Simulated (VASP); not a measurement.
A run of VASP 6.6.1 is set up as follows.

The input INCAR:

```
PREC     = Accurate       # precision mode
ENCUT    = 520            # plane-wave cutoff, eV
EDIFF    = 1E-7           # SCF threshold, eV
ISMEAR   = -1             # smearing method
SIGMA    = 0.1            # smearing width, eV
LREAL    = F              # projectors in reciprocal space
LASPH    = T              # aspherical terms in the spheres
NELM     = 60             # most SCF steps
ALGO     = Fast           # electronic algorithm
ISIF     = 2              # what is computed and relaxed
LWAVE    = F              # write WAVECAR
LCHARG   = F              # write CHGCAR
GGA      = PS             # functional
NBANDS   = 11             # bands
```

Contents of KPOINTS:

```
Automatic mesh
0
Gamma
  10 10 10
```

The input POSCAR:

```
Ba
1.0
    0.0000000000      2.9966492667      2.9966492667
    2.9966492667      0.0000000000      2.9966492667
    2.9966492667      2.9966492667      0.0000000000
Ba
1
Direct
    0.0000000000      0.0000000000      0.0000000000
```

Potentials or basis: VASP PAW PBE potentials, release 64 (Ba_sv).

Command:

```bash
$ cat potpaw_PBE.64/Ba_sv/POTCAR > POTCAR
$ mpirun -np 1 vasp_std > vasp.out
```

(1) What does it give for the pressure?

(2) What does it give for the band gap on the k mesh?

## Answers

(1) 0.9 GPa.

(2) none (metal or under the smearing width).

Caveat: the PAW data sets were made with another functional, which shifts forces and pressure a little.
